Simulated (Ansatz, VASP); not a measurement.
InAs in VASP and in Ansatz

```
In As
1.0
     0.00000    3.09420    3.09420
     3.09420    0.00000    3.09420
     3.09420    3.09420    0.00000
In As
1 1
Cartesian
  4.6413 4.6413 4.6413
  0.0000 0.0000 0.0000
```

Alike in both runs: functional PBE; k mesh 12 × 12 × 12; occupations gaussian, width 0.1 eV; no spin polarisation.

Ansatz relaxed the structure, and its values are those at the end. VASP's run is a single point on that final structure, the one shown.

```csv
,VASP,Ansatz
version,VASP 6.6.1,Ansatz 0.2.0
potentials or method,"VASP PAW PBE potentials, release 64 (In_d, As)","scalar-relativistic, plane waves, PAW"
plane-wave cutoff (eV),520,420
valence electrons in the cell,18,28
```

```csv
,VASP,Ansatz,Ansatz less VASP
gap on the k mesh at the Fermi level (eV),none,none,-
pressure (GPa),0.0,0.0,-0.05
```

A gap of «none» marks a metal or a gap that the smearing closes. The functional is the same, so the differences come from potentials, cutoffs and numerics. The two sets of potentials don't hold the same shells in valence.

Caveats: this crystal is a semiconductor, whose small gap the functional closes, so the metal is an error of the method.
